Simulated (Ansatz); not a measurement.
Wires are cut from relaxed bulk CoSi2 (Fm-3m, 12.83 Å³/atom, gap on the mesh 0.00 eV); atoms and period are relaxed, and energies count from that bulk.

Level of theory: DFT PBE, scalar-relativistic, plane waves, PAW in Ansatz.

Plane waves to 420 eV, a k mesh through Γ of 1×1×14 on the computed 21-atom cell and Gaussian smearing (0.05 eV); no spin polarisation.

Start ([110] wire, 21 host atoms a period):

```xyz
21
Lattice="16.6000 0.0000 0.0000 0.0000 17.3000 0.0000 0.0000 0.0000 3.7900" Properties=species:S:1:pos:R:3 pbc="T T T"
Co    8.3000    8.6500    0.0000
Si   10.1950    9.9900    0.0000
Si   10.1950    4.6301    0.0000
Si    8.3000    9.9900    1.8950
Si    8.3000    4.6301    1.8950
Co    6.4050   11.3299    1.8950
Co    6.4050    5.9701    1.8950
Si    8.3000   12.6699    1.8950
Si    8.3000    7.3100    1.8950
Si   10.1950    7.3100    0.0000
Co   10.1950   11.3299    1.8950
Co   10.1950    5.9701    1.8950
Si    4.5100    7.3100    1.8950
Si   12.0900    7.3100    1.8950
Si    6.4050    7.3100    3.7900
Co    4.5100    8.6500    3.7900
Co   12.0900    8.6500    0.0000
Si    6.4050    9.9900    3.7900
Si    6.4050    4.6301    3.7900
Si    4.5100    9.9900    1.8950
Si   12.0900    9.9900    1.8950
```

Task: Give the relaxed structure and its energy.

Result: The free energy falls by 33 meV/atom.

| Quantity | Value |
| --- | --- |
| excess energy (eV per host atom) | 0.634 |
| line energy (eV/Å) | 3.656 |
| period (Å) | 3.641 |
| gap on the mesh (eV) | 0 |
| highest filled level or Fermi level under vacuum (eV) | 4.73 |

Relaxed structure:
```
CELL_PARAMETERS angstrom
16.60000 0.00000 0.00000
0.00000 17.30000 0.00000
0.00000 0.00000 3.64109
ATOMIC_POSITIONS crystal
Co 0.50000 0.50068 0.00000
Si 0.61556 0.57807 0.00000
Si 0.60972 0.27052 0.00000
Si 0.50000 0.58259 0.50000
Si 0.50000 0.27096 0.50000
Co 0.38618 0.65621 0.50000
Co 0.38570 0.34302 0.50000
Si 0.50000 0.72574 0.50000
Si 0.50000 0.41949 0.50000
Si 0.61705 0.42592 0.00000
Co 0.61382 0.65621 0.50000
Co 0.61430 0.34302 0.50000
Si 0.27576 0.41822 0.50000
Si 0.72424 0.41822 0.50000
Si 0.38295 0.42592 0.00000
Co 0.26575 0.49902 0.00000
Co 0.73425 0.49902 0.00000
Si 0.38444 0.57807 0.00000
Si 0.39028 0.27052 0.00000
Si 0.27729 0.57694 0.50000
Si 0.72271 0.57694 0.50000
```

Spin polarisation was left out, and a magnetic state may lie lower.

Each run keeps its start's symmetry and one magnetic start, so lower states can exist.

It took 13 min on 4 threads of Intel(R) Xeon(R) Processor @ 2.70GHz, on a shared host, peak memory 2.8 GiB.